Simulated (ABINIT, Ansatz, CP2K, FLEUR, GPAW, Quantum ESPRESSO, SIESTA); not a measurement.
# GeO₂ (P4_2/mnm, 6 atoms in the cell) computed with different codes at matched settings

Self-consistent single point, at a second geometry (lattice scaled by 0.98). First geometry:

```
CELL_PARAMETERS angstrom
      4.38948     0.00000     0.00000
      0.00000     4.38948     0.00000
      0.00000     0.00000     2.86155
ATOMIC_POSITIONS crystal
  Ge 0.50000 0.50000 0.50000
  Ge 0.00000 0.00000 0.00000
  O  0.69423 0.69423 0.00000
  O  0.30577 0.30577 0.00000
  O  0.80577 0.19423 0.50000
  O  0.19423 0.80577 0.50000
```

Shared settings, as Ansatz (a first-principles code) writes them: kpoints.mp_grid.grid = 7 7 10; scf.occupations.method = fermi_dirac; scf.occupations.width = 0.05 eV. Potentials and cutoffs stand in the table.

```json
[
 {"code": "ABINIT", "model": "PBE, norm-conserving pseudopotentials (PseudoDojo nc-sr-05 PBE standard)", "ΔF from the first geometry (meV/atom)": "78.6", "pressure (GPa)": "33.77", "largest force (eV/Å)": "0.458", "gap on the mesh (eV)": "2.906", "cutoff": "42 Ha"},
 {"code": "GPAW", "model": "PBE, GPAW PAW datasets PBE (gpaw-data 1.0.1)", "ΔF from the first geometry (meV/atom)": "89.9", "pressure (GPa)": "–", "largest force (eV/Å)": "0.576", "gap on the mesh (eV)": "2.860", "cutoff": "950 eV"},
 {"code": "SIESTA", "model": "GGA PBE, numerical atomic orbitals DZP, PseudoDojo PBE standard norm-conserving potentials (rewritten from UPF to PSML)", "ΔF from the first geometry (meV/atom)": "115.9", "pressure (GPa)": "45.92", "largest force (eV/Å)": "0.524", "gap on the mesh (eV)": "2.548", "cutoff": "grid 350 Ry"},
 {"code": "CP2K", "model": "PBE, GPW, DZVP-MOLOPT-SR-GTH basis, GTH-PBE potentials (GTH_POTENTIALS)", "ΔF from the first geometry (meV/atom)": "89.2", "pressure (GPa)": "36.92", "largest force (eV/Å)": "0.496", "gap on the mesh (eV)": "2.741", "cutoff": "grid 450 Ry"},
 {"code": "Ansatz", "model": "PBE, PAW files", "ΔF from the first geometry (meV/atom)": "81.6", "pressure (GPa)": "34.24", "largest force (eV/Å)": "0.487", "gap on the mesh (eV)": "2.889", "cutoff": "default"},
 {"code": "Quantum ESPRESSO", "model": "PBE, GBRV 1.5 ultrasoft (PBE) pseudopotentials", "ΔF from the first geometry (meV/atom)": "82.1", "pressure (GPa)": "34.60", "largest force (eV/Å)": "0.485", "gap on the mesh (eV)": "2.930", "cutoff": "50 Ry"},
 {"code": "FLEUR", "model": "PBE, all-electron FLAPW (FLEUR), scalar-relativistic valence", "ΔF from the first geometry (meV/atom)": "78.8", "pressure (GPa)": "–", "largest force (eV/Å)": "0.497", "gap on the mesh (eV)": "2.820", "cutoff": "Kmax 4.7 1/bohr"}
]
```

For Ansatz (by 0.6 GPa) the energy change implies a higher mean pressure, against the two pressures, than for the other programs: a sign of finite-basis (Pulay) stress.

A dash marks a value that a program does not give, or that is left out as unsure.

Gaps are read on the mesh.

The spread over the programs that give each value: ΔF from the first geometry within 37.3 meV/atom; pressure within 12.15 GPa; largest force within 0.118 eV/Å; gap on the mesh within 0.382 eV.

SIESTA and CP2K use small atom-centred bases, whose incompleteness enters pressures, forces and empty levels differently from a plane-wave cutoff. FLEUR treats all electrons, but the usual bases taken here (sphere radii, linearisation, local orbitals, empty states) were not tested for convergence, so the values are no reference for the others. Ansatz's pressure is given at a fixed set of plane waves, as the other plane-wave codes print theirs; with its correction for the finite basis it is 34.91 GPa (the shift of 0.67 GPa shows how far the cutoff is from converged). The pressure of GPAW is left out: its cutoff lies under the one at which its stress was checked. In the pressure, SIESTA (by 11.68) and CP2K (by 2.68) lie more than 1 GPa from the median of the plane-wave programs. In the gap, SIESTA (by 0.350) and CP2K (by 0.156) lie more than 0.12 eV from the median of the plane-wave programs. In the force vectors, GPAW (by 0.090) lies more than 0.08 eV/Å from the median of the plane-wave programs.

The starting cell comes from a database of computed structures (which also holds hypothetical and non-ambient phases and stackings), without a prior relaxation at this level. Its lattice was rescaled by a random factor within 2.5 % of one. For this run, on top of that: lattice scaled by 0.98.

Keys are those of Ansatz 0.2.
